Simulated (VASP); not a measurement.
# GaP (F-43m) in VASP: a series of runs

The runs below take GaP through band structure, with PBE-EpsX, PBE, LDA, r2SCAN.

Everything below comes from runs of VASP 6.6.1. Logs are shortened: lines on timing, memory, paths and dates and some standing lists are left out, and cuts for length are marked.

**Experimental background.**

“Stacking defects in GaP nanowires: Electronic structure and optical properties”, 2018, arxiv:1810.01194 quotes, for a bulk crystal of GaP at 10 K: band gap 2.34 eV (indirect).

The runs below are set against these values where they give the same quantity.

### Step 1. Starting point

Symmetry: F-43m, No. 216, cubic system. The conventional cell has a = 5.437 Å, b = 5.437 Å, c = 5.437 Å, α = 90.00°, β = 90.00°, γ = 90.00°. Ga (site symmetry -43m) is surrounded by 4 P at 2.35 Å. P (site symmetry -43m) is surrounded by 4 Ga at 2.35 Å.

### Step 2. Band structure, PBE-EpsX

Contents of POSCAR:

```
GaP                                     
1.0
    0.0000000000      2.7184163014      2.7184163014
    2.7184163014      0.0000000000      2.7184163014
    2.7184163014      2.7184163014      0.0000000000
  Ga              P             
     1     1
Direct
     0.0000000000000000    0.0000000000000000    0.0000000000000000
     0.2500000000000000    0.2500000000000000    0.2500000000000000
```

Contents of INCAR.step1:

```
  ALGO = Normal
  EDIFF = 1E-8
  ENCUT = 520
  GGA = PE
  ISIF = 2
  ISMEAR = 0
  KPAR = 4
  LASPH = True
  LCHARG = False
  LEPSILON = True
  LREAL = False
  LWAVE = False
  NELM = 80
  PREC = Accurate
  SIGMA = 0.03
```

Contents of KPOINTS.step1:

```
Automatic mesh
0
G
  8 8 8
  0 0 0
```

Contents of INCAR.step2:

```
  ALGO = Normal
  EDIFF = 1E-5
  ENCUT = 520
  GGA = PE
  ISIF = 2
  ISMEAR = 0
  KPAR = 4
  LASPH = True
  LCHARG = False
  LREAL = False
  LWAVE = True
  NBANDS = 16
  NELM = 80
  PREC = Accurate
  SIGMA = 0.03
```

Contents of KPOINTS.step2:

```
k-points
0
Gamma
  6 6 6
```

Contents of INCAR.step3:

```
  AEXX = 0.0902
  ALGO = Normal
  EDIFF = 1E-6
  ENCUT = 520
  GGA = PE
  HFRCUT = -1
  ISIF = 2
  ISMEAR = 0
  ISTART = 1
  KPAR = 4
  LASPH = True
  LCHARG = False
  LHFCALC = True
  LREAL = False
  LWAVE = False
  NBANDS = 16
  NELM = 80
  PREC = Accurate
  PRECFOCK = Fast
  SIGMA = 0.03
```

Contents of KPOINTS.step3:

```
k-points
0
Gamma
  6 6 6
```

Contents of KPOINTS_OPT:

```
explicit points
6
Reciprocal
 0.0000000000  0.0000000000  0.0000000000 1
 0.3750000000  0.3750000000  0.7500000000 1
 0.5000000000  0.5000000000  0.5000000000 1
 0.6250000000  0.2500000000  0.6250000000 1
 0.5000000000  0.2500000000  0.7500000000 1
 0.5000000000  0.0000000000  0.5000000000 1
```

Potentials or basis: VASP PAW PBE potentials, release 64 (Ga_d, P).

On the command line:

```bash
$ cat potpaw_PBE.64/Ga_d/POTCAR potpaw_PBE.64/P/POTCAR > POTCAR
$ cp INCAR.step1 INCAR
$ cp KPOINTS.step1 KPOINTS
$ mpirun -np 4 vasp_std > vasp.out
$ cp INCAR.step2 INCAR
$ cp KPOINTS.step2 KPOINTS
$ mpirun -np 4 vasp_std > vasp.out
$ cp INCAR.step3 INCAR
$ cp KPOINTS.step3 KPOINTS
$ mpirun -np 4 vasp_std > vasp.out
```

OUTCAR:

```text
AEXX = 0.0902
   EDIFF = 1E-6
   ENCUT = 520
   GGA = PE
   ISIF = 2
   ISMEAR = 0
   ISTART = 1
   LASPH = True
   LHFCALC = True
   LREAL = False
   NELM = 80
   PREC = Accurate
   PRECFOCK = Fast

 ion  position               nearest neighbor table
   1  0.000  0.000  0.000-   2 2.35   2 2.35   2 2.35   2 2.35
   2  0.250  0.250  0.250-   1 2.35   1 2.35   1 2.35   1 2.35

  LATTYP: Found a face centered cubic cell.
 ALAT       =     5.4368326028

  Lattice vectors:

 A1 = (   0.0000000000,   2.7184163014,   2.7184163014)
 A2 = (   2.7184163014,   0.0000000000,   2.7184163014)
 A3 = (   2.7184163014,   2.7184163014,   0.0000000000)

Analysis of symmetry for initial positions (statically):
=====================================================================
 Subroutine PRICEL returns:
 Original cell was already a primitive cell.

 Routine SETGRP: Setting up the symmetry group for a
 face centered cubic supercell.

 Subroutine GETGRP returns: Found 24 space group operations
 (whereof 24 operations were pure point group operations)
 out of a pool of 48 trial point group operations.

The static configuration has the point symmetry T_d .

Analysis of symmetry for dynamics (positions and initial velocities):
=====================================================================
 Subroutine PRICEL returns:
 Original cell was already a primitive cell.

 Routine SETGRP: Setting up the symmetry group for a
 face centered cubic supercell.

 Subroutine GETGRP returns: Found 24 space group operations
 (whereof 24 operations were pure point group operations)
 out of a pool of 48 trial point group operations.

The dynamic configuration has the point symmetry T_d .

 Subroutine INISYM returns: Found 24 space group operations
 (whereof 24 operations are pure point group operations),
 and found     1 'primitive' translations

----------------------------------------------------------------------------------------

                                     Primitive cell

  volume of cell :      40.1770

  direct lattice vectors                    reciprocal lattice vectors
     0.000000000  2.718416301  2.718416301    -0.183930622  0.183930622  0.183930622
     2.718416301  0.000000000  2.718416301     0.183930622 -0.183930622  0.183930622
     2.718416301  2.718416301  0.000000000     0.183930622  0.183930622 -0.183930622

  length of vectors
     3.844421202  3.844421202  3.844421202     0.318577182  0.318577182  0.318577182

  position of ions in fractional coordinates (direct lattice)
     0.000000000  0.000000000  0.000000000
     0.250000000  0.250000000  0.250000000

  ion indices of the primitive-cell ions
   primitive index   ion index
                 1           1
                 2           2

----------------------------------------------------------------------------------------

 KPOINTS: k-points

Automatic generation of k-mesh.
 Grid dimensions read from file:
 generate k-points for:    6    6    6

 Generating k-lattice:

  Cartesian coordinates                     Fractional coordinates (reciprocal lattice)
    -0.030655104  0.030655104  0.030655104     0.166666667  0.000000000  0.000000000
     0.030655104 -0.030655104  0.030655104     0.000000000  0.166666667  0.000000000
     0.030655104  0.030655104 -0.030655104     0.000000000  0.000000000  0.166666667

  Length of vectors
     0.053096197  0.053096197  0.053096197

  Shift w.r.t. Gamma in fractional coordinates (k-lattice)
     0.000000000  0.000000000  0.000000000

 Subroutine IBZKPT returns following result:
 ===========================================

 Found     16 irreducible k-points:

 Following reciprocal coordinates:
            Coordinates               Weight
  0.000000  0.000000  0.000000      1.000000
  0.166667  0.000000  0.000000      8.000000
  0.333333  0.000000  0.000000      8.000000
  0.500000  0.000000  0.000000      4.000000
  0.166667  0.166667  0.000000      6.000000
  0.333333  0.166667  0.000000     24.000000
[... 8 lines left out ...]
 -0.333333  0.333333  0.166667     24.000000
 -0.333333  0.500000  0.166667     12.000000
   k-points           NKPTS =     16   k-points in BZ     NKDIM =    216   number of bands    NBANDS=     16
   number of dos      NEDOS =    301   number of ions     NIONS =      2
   total plane-waves  NPLWV =  27000
   dimension x,y,z NGX =    30 NGY =   30 NGZ =   30
   dimension x,y,z NGXF=    60 NGYF=   60 NGZF=   60
   ions per type =               1   1
   NGX,Y,Z   is equivalent  to a cutoff of  12.97, 12.97, 12.97 a.u.
   NGXF,Y,Z  is equivalent  to a cutoff of  25.95, 25.95, 25.95 a.u.
 SYSTEM =  unknown system
   PREC   = accura    normal or accurate (medium, high low for compatibility)
   ISTART =      1    job   : 0-new  1-cont  2-samecut
   ICHARG =      0    charge: 1-file 2-atom 10-const
   ISPIN  =      1    spin polarized calculation?
   LNONCOLLINEAR =      F non collinear calculations
   LSORBIT =      F    spin-orbit coupling
   LASPH  =      T    aspherical Exc in radial PAW
   ENCUT  =  520.0 eV  38.22 Ry    6.18 a.u.   7.15  7.15  7.15*2*pi/ulx,y,z
   NELM   =     80;   NELMIN=  2; NELMDL=  0     # of ELM steps
   EDIFF  = 0.1E-05   stopping-criterion for ELM
   LREAL  =      F    real-space projection
   EDIFFG = 0.1E-04   stopping-criterion for IOM
   NSW    =      0    number of steps for IOM
   IBRION =     -1    ionic relax: 0-MD 1-quasi-New 2-CG
   NFREE  =      0    steps in history (QN), initial steepest desc. (CG)
   ISIF   =      2    stress and relaxation
   ISYM   =      3    0-nonsym 1-usesym 2-fastsym
   POTIM  = 0.5000    time-step for ionic-motion
   TEBEG  =    0.0;   TEEND  =   0.0 temperature during run
   PSTRESS=    0.0 pullay stress
   NELECT =      18.0000    total number of electrons
   NUPDOWN=      -1.0000    fix difference up-down
   EMIN   =  10.00;   EMAX   =-10.00  energy-range for DOS
   EFERMI =   0.00;   METHOD = LEGACY
   ISMEAR =     0;   SIGMA  =   0.03  broadening in eV -4-tet -1-fermi 0-gaus
   EFERMI_NEDOS =   21; number of points for ismear=-14 and -15
   IALGO  =     38    algorithm
   IMIX   =      1    mixing-type and parameters
     AMIX     =   0.40;   BMIX     =  1.00
     AMIX_MAG =   1.60;   BMIX_MAG =  1.00
  volume/ion in A,a.u.               =      20.09       135.56
  Fermi-wavevector in a.u.,A,eV,Ry     =   1.252679  2.367220 21.350316  1.569204
  Thomas-Fermi vector in A             =   2.386568
   LORBIT       =      0    0 simple, 1 ext, 2 COOP (PROOUT), +10 PAW based schemes
   GGA     = PE    functional components
   LHFCALC =     T    Hartree Fock is set to
   PRECFOCK=fast      Normal, Fast or Accurate (Low or Medium for compatibility)
   ENCUT4O =  -1.0   cutoff for four orbital integrals eV
   NKREDX  =     1    reduce k-point grid by
   NKREDY  =     1    reduce k-point grid by
   NKREDZ  =     1    reduce k-point grid by
   AEXX    =    0.0902 exact exchange contribution
   HFSCREEN=    0.0000 screening length (either q_TF or 0.3 A-1)
   HFSCREENC=   0.0000 screening length for correlation (either q_TF or 0.3 A-1)
   ENCUTFOCK=  -1.0 apply spherical cutoff to Coloumb kernel
   IVDW    =     0    specifies the selected vdW correction
   LEPSILON=     F    determine dielectric tensor
   LRPA    =     F    only Hartree local field effects (RPA)
 non-spin polarized calculation
 Gauss-broadening in eV      SIGMA  =   0.03
  energy-cutoff  :      520.00
  volume of cell :       40.18
 maximum number of plane-waves:      1106
 NGX is ok and might be reduce to    30
  NGX = 16; NGY = 16; NGZ = 16

 number of electron      17.9999987 magnetization

 Free energy of the ion-electron system (eV)
  ---------------------------------------------------
  ext. energy  EPLUGINS =         0.00000000
  ---------------------------------------------------
  free energy    TOTEN  =       -10.00714453 eV

  energy without entropy =      -10.00714453  energy(sigma->0) =      -10.00714453

 E-fermi :   4.5971     XC(G=0):  -9.1182

 val. band max:        4.4612269482   @ k =   0.0000   0.0000   0.0000
 cond. band min:       6.5593970100   @ k =   0.5000   0.5000   0.0000
 fundamental gap:      2.0981700618
 Fermi energy:         4.5971447229

 k-point     1 :       0.0000    0.0000    0.0000
  band No.  band energies     occupation
      1     -11.0342      2.00000
      2     -11.0342      2.00000
      3     -11.0342      2.00000
      4     -10.9321      2.00000
      5     -10.9321      2.00000
      6      -8.6001      2.00000
[... 8 lines left out ...]
     15      14.9180      0.00000
     16      14.9180      0.00000

 k-point     2 :       0.1667    0.0000    0.0000
  band No.  band energies     occupation
      1     -11.0544      2.00000
      2     -11.0265      2.00000
      3     -11.0264      2.00000
      4     -10.9320      2.00000
      5     -10.9320      2.00000
      6      -8.2306      2.00000
[... 8 lines left out ...]
     15      14.0609      0.00000
     16      15.1884      0.00000

 k-point     3 :       0.3333    0.0000    0.0000
  band No.  band energies     occupation
      1     -11.0909      2.00000
      2     -11.0138      2.00000
      3     -11.0138      2.00000
      4     -10.9288      2.00000
      5     -10.9288      2.00000
      6      -7.2464      2.00000
[... 8 lines left out ...]
     15      14.7806      0.00000
     16      14.8069      0.00000

 k-point     4 :       0.5000    0.0000    0.0000
  band No.  band energies     occupation
      1     -11.1080      2.00000
      2     -11.0093      2.00000
      3     -11.0093      2.00000
      4     -10.9253      2.00000
      5     -10.9253      2.00000
      6      -6.4470      2.00000
[... 8 lines left out ...]
     15      16.9058      0.00000
     16      16.9058      0.00000
[... 172 lines left out ...]
 k-point    14 :       0.5000    0.3333    0.1667
  band No.  band energies     occupation
      1     -11.1138      2.00000
      2     -11.0000      2.00000
      3     -10.9890      2.00000
      4     -10.9462      2.00000
      5     -10.9216      2.00000
      6      -6.4346      2.00000
[... 8 lines left out ...]
     15      17.0597      0.00000
     16      18.5573      0.00000

 k-point    15 :      -0.3333    0.3333    0.1667
  band No.  band energies     occupation
      1     -11.1194      2.00000
      2     -11.0000      2.00000
      3     -10.9822      2.00000
      4     -10.9430      2.00000
      5     -10.9247      2.00000
      6      -5.7537      2.00000
[... 8 lines left out ...]
     15      17.7317      0.00000
     16      18.0306      0.00000

 k-point    16 :      -0.3333    0.5000    0.1667
  band No.  band energies     occupation
      1     -11.1304      2.00000
      2     -10.9889      2.00000
      3     -10.9739      2.00000
      4     -10.9530      2.00000
      5     -10.9193      2.00000
      6      -5.4362      2.00000
[... 8 lines left out ...]
     15      17.1628      0.00000
     16      18.9007      0.00000

------------------------ aborting loop because EDIFF is reached ----------------------------------------

  FORCE on cell =-STRESS in cart. coord.  units (eV):
  Direction    XX          YY          ZZ          XY          YZ          ZX
  --------------------------------------------------------------------------------------
  -------------------------------------------------------------------------------------
  Total        0.5996141      0.5996141      0.5996141      0.0000000      0.0000000      0.0000000
  in kB       23.9113727     23.9113727     23.9113727      0.0000000      0.0000000      0.0000000
  external PRESSURE =      23.9113727 kB  Pullay stress =       0.0000000 kB

 VOLUME and BASIS-vectors are now :
 -----------------------------------------------------------------------------
  energy-cutoff  :      520.00
  volume of cell :       40.18
      direct lattice vectors                 reciprocal lattice vectors
     0.000000000  2.718416301  2.718416301    -0.183930622  0.183930622  0.183930622
     2.718416301  0.000000000  2.718416301     0.183930622 -0.183930622  0.183930622
     2.718416301  2.718416301  0.000000000     0.183930622  0.183930622 -0.183930622

 POSITION                                       TOTAL-FORCE (eV/Angst)
 -----------------------------------------------------------------------------------
      0.00000      0.00000      0.00000         0.000000      0.000000      0.000000
      1.35921      1.35921      1.35921        -0.000000     -0.000000     -0.000000
 -----------------------------------------------------------------------------------
    total drift:                               -0.000036     -0.000031     -0.000024

  FREE ENERGIE OF THE ION-ELECTRON SYSTEM (eV)
  ---------------------------------------------------
  free  energy   TOTEN  =       -10.0071445297 eV

  energy  without entropy=      -10.0071445297  energy(sigma->0) =      -10.00714453
```

It took 6.7 min on 4 MPI ranks of Intel Xeon Platinum 8488C (Sapphire Rapids), shared host; peak memory 0.27 GiB.

What came out:

```
Free energy             : -10.0071 eV
Pressure                : 2.4 GPa
Band gap on the k mesh  : 2.10 eV, indirect (least direct gap 2.46 eV)
Band gap along the path : 2.10 eV, indirect (least direct gap 2.46 eV)
```

Levels at points of the mesh, in eV from the valence-band top:
```
           k point  band 7  band 8  band 9  band 10  band 11  band 12
(0.00, 0.00, 0.00)    0.00    0.00    0.00     2.46     4.44     4.44
(0.50, 0.00, 0.00)   -6.94   -1.17   -1.17     2.22     5.29     5.29
(0.50, 0.50, 0.00)   -7.04   -2.82   -2.82     2.10     2.31    11.44
```

Caveat: the PAW data sets were made with another functional, which shifts forces and pressure a little.

### Step 3. Band structure, PBE

Contents of INCAR:

```
SYSTEM = GaP
PREC     = Accurate       ! precision mode
ENCUT    = 520            ! plane-wave cutoff, eV
EDIFF    = 1E-6           ! SCF threshold, eV
ISMEAR   = 0              ! smearing method
SIGMA    = 0.03           ! smearing width, eV
LREAL    = .False.        ! projectors in reciprocal space
LASPH    = .True.         ! aspherical terms in the spheres
NELM     = 80             ! most SCF steps
ALGO     = Fast           ! electronic algorithm
ISIF     = 2              ! what is computed and relaxed
LWAVE    = .False.        ! write WAVECAR
LCHARG   = .False.        ! write CHGCAR
GGA      = PE             ! functional
NBANDS   = 16             ! bands
```

Contents of KPOINTS:

```
Automatic mesh
0
Gamma
  8 8 8
  0 0 0
```

Contents of POSCAR:

```
GaP                                     
1.0
    0.0000000000      2.7184163015      2.7184163015
    2.7184163015      0.0000000000      2.7184163015
    2.7184163015      2.7184163015      0.0000000000
  Ga              P             
     1     1
Direct
     0.0000000000000000    0.0000000000000000    0.0000000000000000
     0.2500000000000000    0.2500000000000000    0.2500000000000000
```

Contents of KPOINTS_OPT:

```
explicit points
202
Reciprocal
 0.0000000000  0.0000000000  0.0000000000 1
 0.0555555556  0.0000000000  0.0555555556 1
 0.1111111111  0.0000000000  0.1111111111 1
 0.1666666667  0.0000000000  0.1666666667 1
 0.2222222222  0.0000000000  0.2222222222 1
 0.2777777778  0.0000000000  0.2777777778 1
[... 194 lines left out ...]
 0.5107344400  0.0214688900  0.5107344400 1
 0.4892655600 -0.0214688900  0.4892655600 1
```

Potentials or basis: VASP PAW PBE potentials, release 64 (Ga_d, P).

On the command line:

```bash
$ cat potpaw_PBE.64/Ga_d/POTCAR potpaw_PBE.64/P/POTCAR > POTCAR
$ mpirun -np 1 vasp_std > vasp.out
```

It took 40 s on 1 thread of Intel Xeon 6975P-C (Granite Rapids), shared host; peak memory 0.18 GiB.

Results (log left out):

| Property | Result |
| --- | --- |
| Free energy | -9.1108 eV |
| Pressure | 3.1 GPa |
| Band gap on the k mesh | 1.63 eV, indirect (least direct gap 1.89 eV) |
| Band gap along the path | 1.58 eV, indirect (least direct gap 1.89 eV) |

Levels at the corners of the path, in eV from the valence-band top:
```
point  band 7  band 8  band 9  band 10  band 11  band 12
    Γ    0.00    0.00    0.00     1.89     3.89     3.89
    X   -6.79   -2.71   -2.71     1.64     1.81    10.65
    X   -6.79   -2.71   -2.71     1.64     1.81    10.65
    W   -6.58   -3.61   -3.46     4.71     4.90     6.13
    W   -6.58   -3.61   -3.46     4.71     4.90     6.13
    K   -6.58   -3.97   -2.28     2.18     4.82     8.28
    K   -6.58   -3.97   -2.28     2.18     4.82     8.28
    Γ    0.00    0.00    0.00     1.89     3.89     3.89
    Γ    0.00    0.00    0.00     1.89     3.89     3.89
    L   -6.67   -1.13   -1.13     1.70     4.72     4.72
    L   -6.67   -1.13   -1.13     1.70     4.72     4.72
    U   -6.58   -3.97   -2.28     2.18     4.82     8.28
    U   -6.58   -3.97   -2.28     2.18     4.82     8.28
    W   -6.58   -3.61   -3.46     4.71     4.90     6.13
    W   -6.58   -3.61   -3.46     4.71     4.90     6.13
    L   -6.67   -1.13   -1.13     1.70     4.72     4.72
    L   -6.67   -1.13   -1.13     1.70     4.72     4.72
    K   -6.58   -3.97   -2.28     2.18     4.82     8.28
    U   -6.58   -3.97   -2.28     2.18     4.82     8.28
    X   -6.79   -2.71   -2.71     1.64     1.81    10.65
```

[end of part 1 of 2]
